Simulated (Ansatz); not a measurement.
Calculation for Si (fcc type): DFT, PBE, all-electron LAPW, scalar-relativistic (Ansatz 0.2.0). This run: fcc relaxed under pressure.

The cell comes from a relaxation on PAW files under the same functional, begun from a prototype that needn't be the stable phase.

Command: `ansatz run input.yaml --threads 1 --pin off --max-ram 3584MiB --backend cpu --events-out ev --progress --plain --runs-dir out` It took 7.7 s on 1 thread of Intel(R) Xeon(R) Platinum 8488C (Sapphire Rapids) (shared host), peak memory 0.31 GiB.

```yaml
crystal:
  lattice:
    - [0.0, 1.8585686845, 1.8585686845]
    - [1.8585686845, 0.0, 1.8585686845]
    - [1.8585686845, 1.8585686845, 0.0]
  atoms:
    - { symbol: Si, position: [0.0, 0.0, 0.0] }
kpoints:
  mp_grid: { grid: [17, 17, 17] }
scf:
  occupations: { method: fermi_dirac, width: 0.08 }
hamiltonian:
  xc: pbe
  pseudopotentials: { kind: all_electron, lapw: { basis_error: 0.0005 } }
output:
  forces: true
  stress: true
  eigenvalues: true
relax:
  f_tol: 0.005
  max_steps: 12
  cell: { p_target: 13.0, stress_tol: 0.03 }
```

Output:

```
The last accepted step is kept in <dir> (removed where the run ends without a failure and the disk answers)
LAPW: plane waves up to 7.051 Å⁻¹, error target 5.0e-4 eV per atom; small_component_spin mean_spin; Si in spheres of 1.275 Å, 12 of its electrons in bands, Dirac shells [] (how accurate: hamiltonian.pseudopotentials.lapw.basis_error, Limitations)
Engine: ansatz 0.2.0
Pseudopotentials: kind: all_electron
Pseudopotential: Si, LAPW, valence charge 12, lapw/all_electron/scalar/gaussian/Si, Koelling and Harmon's equation, gaussian nucleus
Functional definition: PBE
  parameter kappa = 0.804
  parameter beta = 0.06672455060314922
  exchange = pbe_x(kappa = kappa, mu = beta*pi^2/3)
  correlation = pbe_c(beta = beta)
Crystal: 1 atoms, lattice volume = 12.840 Å³
Basis set: ecut = 189.4323036316809 eV, 65 PW (Γ), exchange–correlation at level 2
Bands: 10, of which v1, the nominal top of the filled ones, is band 6 counted from 1 (5 counted from 0)
Symmetry: 48 space group operations
Space group: Fm-3m (ITA 225), of the structure as read, at distance tolerance 2.3e-5 Å
k-points: 165 of 4913
Non-local potential: Si, projectors of the file, none
Initial density: superposition of atomic densities (chi_scale 0.1, normalization cell)
Initial wavefunctions: plane waves of lowest kinetic energy (no species holds an atomic orbital)
Functional: x = pbe(κ = 0.804, μ = 0.2195149727645171), c = pbe(β = 0.06672455060314922)
iter 1 solved again at ethr=9.14e-5 eV; its pass at ethr=1.00e-1 eV (dr2=1.10e-2 eV) is discarded
SCF iter   1: F=—  HF=-7891.701978 eV  |F-HF|=—  |Δ(HF+E_count)|=         —  Δρ=1.33e-2  dr2=1.11e-2  ethr=9.14e-5  ⟨swp⟩=3.2  Hψ=12645  notcnv=0
preconditioner: auto → none  [metal: Δε(μ)=0.019 eV  Ē_g=14.784 eV  σ=0.080 eV  W_gap=0.06  n_scr=0 (ndim 8)  ℏωp=20.7 eV  f_vac=0.000  D(μ)=0.45/eV (n_scr^D=0)]
SCF iter   2: F=—  HF=-7891.681123 eV  |F-HF|=—  |Δ(HF+E_count)|=   2.09e-2  Δρ=6.05e-3  dr2=2.39e-3  ethr=9.14e-5  ⟨swp⟩=2.0  Hψ=4596  notcnv=0
iter 3 solved again at ethr=1.43e-7 eV; its pass at ethr=1.99e-5 eV (dr2=1.72e-5 eV) is discarded
SCF iter   3: F=—  HF=-7891.677103 eV  |F-HF|=—  |Δ(HF+E_count)|=   4.02e-3  Δρ=4.50e-4  dr2=1.70e-5  ethr=1.43e-7  ⟨swp⟩=2.2  Hψ=7945  notcnv=0
SCF iter   4: F=—  HF=-7891.677099 eV  |F-HF|=—  |Δ(HF+E_count)|=   3.96e-6  Δρ=8.52e-5  dr2=6.75e-7  ethr=1.41e-7  ⟨swp⟩=2.0  Hψ=4595  notcnv=0
SCF iter   5: F=-7891.677099 eV  HF=-7891.677099 eV  |F-HF|=6.37e-12  |Δ(HF+E_count)|=   7.46e-8  Δρ=3.36e-6  dr2=4.84e-10  ethr=5.63e-9  ⟨swp⟩=2.0  Hψ=4595  notcnv=0
SCF 1 converged in 5 iterations: F = -7891.677099 eV  dr2 = 4.84e-10
relax step   1: F+E_penalty+E_count = -7891.67709875 eV  Δ(F+E_penalty+E_count) = +0.000e0 eV  max|allowed force component| = 0.000e0 eV/Å  Δτ_max = 0.0000 Å  P = +13.038 GPa  Ω = 12.840 Å³  (5 SCF iters, accepted)
Crystal: 1 atoms, lattice volume = 12.842 Å³
Basis set: ecut = 189.40918874738304 eV, 65 PW (Γ), exchange–correlation at level 2
Initial density: handed on by an earlier stage of this run
Initial wavefunctions: those handed on with the density
iter 1 solved again at ethr=1.31e-11 eV; its pass at ethr=1.00e-1 eV (dr2=1.57e-9 eV) is discarded
SCF iter   1: F=—  HF=-7891.677290 eV  |F-HF|=—  |Δ(HF+E_count)|=         —  Δρ=4.41e-6  dr2=1.10e-9  ethr=1.31e-11  ⟨swp⟩=5.5  Hψ=10097  notcnv=0
preconditioner: auto → none  [metal: Δε(μ)=0.088 eV  Ē_g=14.760 eV  σ=0.080 eV  W_gap=0.25  n_scr=0 (ndim 8)  ℏωp=20.7 eV  f_vac=0.000  D(μ)=0.45/eV (n_scr^D=0)]
SCF iter   2: F=-7891.677290 eV  HF=-7891.677290 eV  |F-HF|=1.95e-10  |Δ(HF+E_count)|=   1.93e-8  Δρ=2.23e-6  dr2=2.74e-10  ethr=9.15e-12  ⟨swp⟩=2.0  Hψ=4595  notcnv=0
SCF 2 converged in 2 iterations: F = -7891.677290 eV  dr2 = 2.74e-10
relax step   2: F+E_penalty+E_count = -7891.67728983 eV  Δ(F+E_penalty+E_count) = -1.911e-4 eV  max|allowed force component| = 0.000e0 eV/Å  Δτ_max = 0.0000 Å  P = +13.012 GPa  Ω = 12.842 Å³  (2 SCF iters, accepted)
iter 1 solved again at ethr=2.29e-12 eV; its pass at ethr=1.00e-1 eV (dr2=2.74e-10 eV) is discarded
SCF iter   1: F=—  HF=-7891.677290 eV  |F-HF|=—  |Δ(HF+E_count)|=         —  Δρ=2.23e-6  dr2=2.75e-10  ethr=2.29e-12  ⟨swp⟩=2.0  Hψ=8415  notcnv=0
SCF iter   2: F=-7891.677290 eV  HF=-7891.677290 eV  |F-HF|=1.45e-10  |Δ(HF+E_count)|=   1.91e-8  Δρ=1.13e-6  dr2=6.91e-11  ethr=2.29e-12  ⟨swp⟩=2.0  Hψ=4595  notcnv=0
SCF 3 converged in 2 iterations: F = -7891.677290 eV  dr2 = 6.91e-11
relax step   3: F+E_penalty+E_count = -7891.67728983 eV  Δ(F+E_penalty+E_count) = -2.285e-9 eV  max|allowed force component| = 0.000e0 eV/Å  Δτ_max = 0.0000 Å  P = +13.012 GPa  Ω = 12.842 Å³  stress off target by 1.21e-2 GPa  SCF on the basis re-selected at this cell (its energy is not comparable with the rows above)  (2 SCF iters)
basis re-selected at this cell: Δ(F+E_penalty+E_count) = -2.285e-9 eV, ΔP = -0.000 GPa vs the last step (what re-selecting the basis moved, after the strain that the cell walked since its last selection, with what the two solves' SCF thresholds leave and, on support functions, any second-order correction that the steps lacked; it is no measure of the basis error at this ecutwfc). This SCF's stress stands 1.21e-2 GPa from its target on what of the cell is left free (relax.cell.stress_tol is 3.00e-2 GPa) and its largest allowed force component is 0.00e0 eV/Å (relax.f_tol is 5.00e-3 eV/Å): within both
SCF converged after 2 iterations
Free energy (F): -7891.677290 eV
Harris-Foulkes:  -7891.677290 eV  (|F-HF|=1.45e-10)
Internal energy: -7891.668008 eV  (E = F + TS)
E sigma→0 (E₀):  -7891.672649 eV
Entropy (-TS):   -0.009281 eV (-9.281 meV/atom)
Fermi energy:    14.441915 eV
--- Per-component energies (eV) ---
  E_band       = -666.549357
  E_kinetic    = 7916.561878
  E_xc         = -569.570678
  E_electrostatic = -15238.659208  (all electrons and nuclei)
  E_smearing   = -0.009281  (= −TS)
  E_closure    = 0.000000  (closes the sum)
  E_atoms      = -7886.856883  (free atoms, spherical and without spin; not in F)
  Σ components = -7891.677290   (vs F -7891.677290, Δ=0.00e0)
  Basis errors (estimates in eV, not in F): energy 1.8e-4 per atom: plane waves 1.7e-4 (9.0e-5 summed), levels above the bands 1.8e-71, relativity 3.6e-9, radial functions 7.6e-6, core shells 3.5e-17; eigenvalues (radial functions only) 3.8e-6; not estimated: angular momenta, meshes, grids; target (lapw.basis_error) 5.0e-4; muffin-tin radii Si 1.275 Å
--- Forces (eV/Å), atoms counted from 1 ---
  atom   1  Si     0.00000000     0.00000000    -0.00000000
  max |Σ_I F_I| component: 7.60e-32 eV/Å
--- Stress (GPa, compression-positive) ---
       13.012125       0.000000       0.000000
        0.000000      13.012125       0.000000
        0.000000       0.000000      13.012125
  P = ⅓ Tr σ = 13.0121 GPa (130.121 kbar)
--- Band table (eV; the first three rows and the last of 165) ---
  k-point 0: bands = ["-120.4009", "-76.4436", "-76.4436", "-76.4436", "-1.2240", "26.7607", "26.7607", "26.7607", "27.0532", "27.0532"]
  k-point 1: bands = ["-120.4008", "-76.4441", "-76.4437", "-76.4437", "-1.1147", "24.4853", "25.9576", "25.9576", "28.0003", "28.0003"]
  k-point 2: bands = ["-120.4006", "-76.4455", "-76.4439", "-76.4439", "-0.7872", "21.7693", "25.1934", "25.1934", "28.7475", "29.1165"]
  k-point 164: bands = ["-120.3981", "-76.4536", "-76.4528", "-76.4492", "9.9698", "11.2110", "12.5683", "12.7789", "29.5112", "29.7768"]
--- Relaxed structure (2 steps of the walk, 2 accepted, 1 SCFs on fresh bases) ---
  F+E_penalty+E_count = -7891.67728983 eV   max|allowed force component| = 0.000e0 eV/Å   (the final SCF, on the basis selected at the relaxed cell)
  cell:  # Å, volume = 12.8424 Å³
    - [0.0, 1.858682087893396, 1.858682087893396]
    - [1.858682087893396, -1.4358723557055018e-35, 1.858682087893396]
    - [1.858682087893396, 1.858682087893396, -1.4358723557055018e-35]
  atoms:
    - { symbol: Si, position: [0.0, 0.0, 0.0] }
```

Next run (bcc relaxed under pressure), as changes to the input before:

```diff
   lattice:
-    - [0.0, 1.8585686845, 1.8585686845]
-    - [1.8585686845, 0.0, 1.8585686845]
-    - [1.8585686845, 1.8585686845, 0.0]
+    - [-1.4857332895, 1.4857332895, 1.4857332895]
+    - [1.4857332895, -1.4857332895, 1.4857332895]
+    - [1.4857332895, 1.4857332895, -1.4857332895]
   atoms:
 kpoints:
-  mp_grid: { grid: [17, 17, 17] }
+  mp_grid: { grid: [18, 18, 18] }
 scf:
```

Command: `ansatz run input.yaml --threads 1 --pin off --max-ram 3584MiB --backend cpu --events-out ev --progress --plain --runs-dir out` It took 12 s on 1 thread of Intel(R) Xeon(R) Platinum 8488C (Sapphire Rapids), on a shared host, peak memory 0.31 GiB.

Results part of the output:

```
basis re-selected at this cell: Δ(F+E_penalty+E_count) = +1.232e-9 eV, ΔP = -0.000 GPa vs the last step (what re-selecting the basis moved, after the strain that the cell walked since its last selection, with what the two solves' SCF thresholds leave and, on support functions, any second-order correction that the steps lacked; it is no measure of the basis error at this ecutwfc). This SCF's stress stands 8.08e-3 GPa from its target on what of the cell is left free (relax.cell.stress_tol is 3.00e-2 GPa) and its largest allowed force component is 0.00e0 eV/Å (relax.f_tol is 5.00e-3 eV/Å): within both
SCF converged after 2 iterations
Free energy (F): -7891.694658 eV
Harris-Foulkes:  -7891.694658 eV  (|F-HF|=6.55e-11)
Internal energy: -7891.684567 eV  (E = F + TS)
E sigma→0 (E₀):  -7891.689613 eV
Entropy (-TS):   -0.010091 eV (-10.091 meV/atom)
Fermi energy:    13.875035 eV
--- Per-component energies (eV) ---
  E_band       = -670.153431
  E_kinetic    = 7916.660950
  E_xc         = -569.396807
  E_electrostatic = -15238.948710  (all electrons and nuclei)
  E_smearing   = -0.010091  (= −TS)
  E_closure    = 0.000000  (closes the sum)
  E_atoms      = -7886.856883  (free atoms, spherical and without spin; not in F)
  Σ components = -7891.694658   (vs F -7891.694658, Δ=0.00e0)
  Basis errors (estimates in eV, not in F): energy 2.1e-4 per atom: plane waves 1.9e-4 (1.0e-4 summed), levels above the bands 3.7e-71, relativity 6.8e-9, radial functions 2.1e-5, core shells 7.8e-17; eigenvalues (radial functions only) 4.4e-6; not estimated: angular momenta, meshes, grids; target (lapw.basis_error) 5.0e-4; muffin-tin radii Si 1.248 Å
--- Forces (eV/Å), atoms counted from 1 ---
  atom   1  Si     0.00000000    -0.00000000     0.00000000
  max |Σ_I F_I| component: 7.40e-32 eV/Å
--- Stress (GPa, compression-positive) ---
       13.008076       0.000000       0.000000
        0.000000      13.008076       0.000000
        0.000000       0.000000      13.008076
  P = ⅓ Tr σ = 13.0081 GPa (130.081 kbar)
--- Band table (eV; the first three rows and the last of 195) ---
  k-point 0: bands = ["-120.7121", "-76.7532", "-76.7532", "-76.7532", "-1.3612", "26.7696", "26.7696", "26.7696", "26.8978", "26.8978"]
  k-point 1: bands = ["-120.7120", "-76.7536", "-76.7533", "-76.7531", "-1.2594", "25.0074", "25.4028", "26.5479", "26.5804", "28.0276"]
  k-point 2: bands = ["-120.7119", "-76.7548", "-76.7538", "-76.7531", "-0.9544", "22.6800", "24.1425", "25.7268", "26.0671", "28.1735"]
  k-point 194: bands = ["-120.7082", "-76.7640", "-76.7640", "-76.7640", "13.3635", "13.3635", "13.3635", "15.8672", "15.8672", "16.2307"]
--- Relaxed structure (2 steps of the walk, 2 accepted, 1 SCFs on fresh bases) ---
  F+E_penalty+E_count = -7891.69465804 eV   max|allowed force component| = 0.000e0 eV/Å   (the final SCF, on the basis selected at the relaxed cell)
  cell:  # Å, volume = 13.1209 Å³
    - [-1.4858242879103856, 1.4858242879103856, 1.4858242879103856]
    - [1.4858242879103856, -1.4858242879103856, 1.4858242879103856]
    - [1.4858242879103856, 1.4858242879103856, -1.4858242879103856]
  atoms:
    - { symbol: Si, position: [0.0, 0.0, 0.0] }
```

Next run (hcp relaxed under pressure), as changes to the input before:

```diff
   lattice:
-    - [-1.4857332895, 1.4857332895, 1.4857332895]
-    - [1.4857332895, -1.4857332895, 1.4857332895]
-    - [1.4857332895, 1.4857332895, -1.4857332895]
+    - [2.58994626, 0.0, 0.0]
+    - [-1.29497313, 2.2429592556, 0.0]
+    - [0.0, 0.0, 4.4005428516]
   atoms:
-    - { symbol: Si, position: [0.0, 0.0, 0.0] }
+    - { symbol: Si, position: [0.3333333333, 0.6666666667, 0.25] }
+    - { symbol: Si, position: [0.6666666667, 0.3333333333, 0.75] }
 kpoints:
-  mp_grid: { grid: [18, 18, 18] }
+  mp_grid: { grid: [16, 16, 9] }
 scf:
```

Results part of the output:

```
basis re-selected at this cell: Δ(F+E_penalty+E_count) = -9.178e-8 eV, ΔP = +0.000 GPa vs the last step (what re-selecting the basis moved, after the strain that the cell walked since its last selection, with what the two solves' SCF thresholds leave and, on support functions, any second-order correction that the steps lacked; it is no measure of the basis error at this ecutwfc). This SCF's stress stands 2.38e-2 GPa from its target on what of the cell is left free (relax.cell.stress_tol is 3.00e-2 GPa) and its largest allowed force component is 3.70e-17 eV/Å (relax.f_tol is 5.00e-3 eV/Å): within both
SCF converged after 2 iterations
Free energy (F): -15783.421170 eV
Harris-Foulkes:  -15783.421170 eV  (|F-HF|=2.24e-10)
Internal energy: -15783.404753 eV  (E = F + TS)
E sigma→0 (E₀):  -15783.412962 eV
Entropy (-TS):   -0.016417 eV (-8.209 meV/atom)
Fermi energy:    14.480195 eV
--- Per-component energies (eV) ---
  E_band       = -1331.471826
  E_kinetic    = 15833.151435
  E_xc         = -1139.264783
  E_electrostatic = -30477.291405  (all electrons and nuclei)
  E_smearing   = -0.016417  (= −TS)
  E_closure    = 0.000000  (closes the sum)
  E_atoms      = -15773.713766  (free atoms, spherical and without spin; not in F)
  Σ components = -15783.421170   (vs F -15783.421170, Δ=0.00e0)
  Basis errors (estimates in eV, not in F): energy 1.9e-4 per atom: plane waves 1.8e-4 (9.4e-5 summed), levels above the bands 1.4e-20, relativity 6.8e-9, radial functions 1.1e-5, core shells 3.1e-14; eigenvalues (radial functions only) 6.6e-7; not estimated: angular momenta, meshes, grids; target (lapw.basis_error) 5.0e-4; muffin-tin radii Si 1.256 Å
--- Forces (eV/Å), atoms counted from 1 ---
  atom   1  Si    -0.00000000    -0.00000000     0.00000000
  atom   2  Si     0.00000000     0.00000000     0.00000000
  max |Σ_I F_I| component: 4.63e-18 eV/Å
--- Stress (GPa, compression-positive) ---
       13.007700       0.000000       0.000000
        0.000000      13.007700       0.000000
        0.000000       0.000000      13.023791
  P = ⅓ Tr σ = 13.0131 GPa (130.131 kbar)
--- Band table (eV; the first three rows and the last of 150) ---
  k-point 0: bands = ["-120.3217", "-120.3200", "-76.3782", "-76.3658", "-76.3632", "-76.3632", "-76.3614", "-76.3614", "-1.1970", "5.8699", "6.4867", "24.3246", "24.3246", "25.3406", "25.3406", "25.6602"]
  k-point 1: bands = ["-120.3217", "-120.3201", "-76.3778", "-76.3662", "-76.3631", "-76.3631", "-76.3615", "-76.3615", "-1.1043", "4.6245", "7.8976", "23.5322", "24.3996", "24.3996", "25.4202", "25.4202"]
  k-point 2: bands = ["-120.3215", "-120.3202", "-76.3767", "-76.3673", "-76.3630", "-76.3630", "-76.3616", "-76.3616", "-0.8267", "3.2843", "9.7340", "21.0481", "24.6245", "24.6245", "25.6570", "25.6570"]
  k-point 149: bands = ["-120.3189", "-120.3189", "-76.3744", "-76.3744", "-76.3716", "-76.3710", "-76.3678", "-76.3677", "8.4279", "9.0913", "10.2616", "10.3527", "11.0842", "11.2778", "21.4064", "22.1636"]
--- Relaxed structure (2 steps of the walk, 2 accepted, 1 SCFs on fresh bases) ---
  F+E_penalty+E_count = -15783.42117046 eV   max|allowed force component| = 3.701e-17 eV/Å   (the final SCF, on the basis selected at the relaxed cell)
  cell:  # Å, volume = 25.5691 Å³
    - [2.590068381357255, 0.0, 0.0]
    - [-1.2950341906786276, 2.243065015794224, 0.0]
    - [0.0, 0.0, 4.401103534581882]
  atoms:
    - { symbol: Si, position: [0.3333333333333333, 0.6666666666666666, 0.24999999999999994] }
    - { symbol: Si, position: [0.6666666666666666, 0.3333333333333333, 0.7499999999999999] }
```

Next run (diamond relaxed under pressure), as changes to the input before:

```diff
   lattice:
-    - [2.58994626, 0.0, 0.0]
-    - [-1.29497313, 2.2429592556, 0.0]
-    - [0.0, 0.0, 4.4005428516]
+    - [0.0, 2.6323102214, 2.6323102214]
+    - [2.6323102214, 0.0, 2.6323102214]
+    - [2.6323102214, 2.6323102214, 0.0]
   atoms:
-    - { symbol: Si, position: [0.3333333333, 0.6666666667, 0.25] }
-    - { symbol: Si, position: [0.6666666667, 0.3333333333, 0.75] }
+    - { symbol: Si, position: [-0.125, -0.125, -0.125] }
+    - { symbol: Si, position: [0.125, 0.125, 0.125] }
 kpoints:
-  mp_grid: { grid: [16, 16, 9] }
+  mp_grid: { grid: [13, 13, 13] }
 scf:
```

Results part of the output:

```
basis re-selected at this cell: Δ(F+E_penalty+E_count) = -9.622e-10 eV, ΔP = +0.000 GPa vs the last step (what re-selecting the basis moved, after the strain that the cell walked since its last selection, with what the two solves' SCF thresholds leave and, on support functions, any second-order correction that the steps lacked; it is no measure of the basis error at this ecutwfc). This SCF's stress stands 9.77e-3 GPa from its target on what of the cell is left free (relax.cell.stress_tol is 3.00e-2 GPa) and its largest allowed force component is 1.97e-17 eV/Å (relax.f_tol is 5.00e-3 eV/Å): within both
SCF converged after 2 iterations
Free energy (F): -15784.374636 eV
Harris-Foulkes:  -15784.374636 eV  (|F-HF|=2.79e-9)
Internal energy: -15784.374011 eV  (E = F + TS)
E sigma→0 (E₀):  -15784.374324 eV
Entropy (-TS):   -0.000625 eV (-0.313 meV/atom)
Fermi energy:    8.792973 eV
--- Per-component energies (eV) ---
  E_band       = -1446.472676
  E_kinetic    = 15837.125687
  E_xc         = -1137.991962
  E_electrostatic = -30483.507736  (all electrons and nuclei)
  E_smearing   = -0.000625  (= −TS)
  E_closure    = 0.000000  (closes the sum)
  E_atoms      = -15773.713766  (free atoms, spherical and without spin; not in F)
  Σ components = -15784.374636   (vs F -15784.374636, Δ=0.00e0)
  Basis errors (estimates in eV, not in F): energy 2.3e-4 per atom: plane waves 2.1e-4 (1.3e-4 summed), levels above the bands 4.0e-34, relativity 3.8e-9, radial functions 1.8e-5, core shells 3.5e-13; eigenvalues (radial functions only) 1.9e-7; not estimated: angular momenta, meshes, grids; target (lapw.basis_error) 5.0e-4; muffin-tin radii Si 1.105 Å
--- Forces (eV/Å), atoms counted from 1 ---
  atom   1  Si    -0.00000000     0.00000000     0.00000000
  atom   2  Si     0.00000000     0.00000000    -0.00000000
  max |Σ_I F_I| component: 1.16e-17 eV/Å
--- Stress (GPa, compression-positive) ---
       12.990229      -0.000000      -0.000000
       -0.000000      12.990229      -0.000000
       -0.000000      -0.000000      12.990229
  P = ⅓ Tr σ = 12.9902 GPa (129.902 kbar)
--- Band table (eV; the first three rows and the last of 84) ---
  k-point 0: bands = ["-125.0167", "-125.0046", "-81.0512", "-81.0512", "-81.0512", "-81.0267", "-81.0267", "-81.0267", "-4.0286", "8.6051", "8.6051", "8.6051", "11.1988", "11.1988", "11.1988", "13.0721"]
  k-point 1: bands = ["-125.0166", "-125.0047", "-81.0513", "-81.0513", "-81.0511", "-81.0268", "-81.0266", "-81.0266", "-3.9446", "7.8397", "8.4674", "8.4674", "11.3517", "11.4008", "11.4008", "13.5395"]
  k-point 2: bands = ["-125.0162", "-125.0051", "-81.0516", "-81.0516", "-81.0507", "-81.0272", "-81.0262", "-81.0262", "-3.6946", "6.3889", "8.1671", "8.1671", "11.2642", "11.8305", "11.8305", "14.7126"]
  k-point 83: bands = ["-125.0112", "-125.0101", "-81.0551", "-81.0548", "-81.0404", "-81.0376", "-81.0231", "-81.0228", "0.2479", "1.0793", "4.1456", "4.6623", "12.6026", "12.6949", "13.6402", "14.7695"]
--- Relaxed structure (2 steps of the walk, 2 accepted, 1 SCFs on fresh bases) ---
  F+E_penalty+E_count = -15784.37463617 eV   max|allowed force component| = 1.966e-17 eV/Å   (the final SCF, on the basis selected at the relaxed cell)
  cell:  # Å, volume = 36.4616 Å³
    - [-6.050754289063513e-35, 2.6318947197122604, 2.6318947197122604]
    - [2.6318947197122604, -8.598440305511308e-35, 2.6318947197122604]
    - [2.6318947197122604, 2.6318947197122604, 3.1846075205597454e-36]
  atoms:
    - { symbol: Si, position: [-0.125, -0.125, -0.125] }
    - { symbol: Si, position: [0.125, 0.125, 0.125] }
```
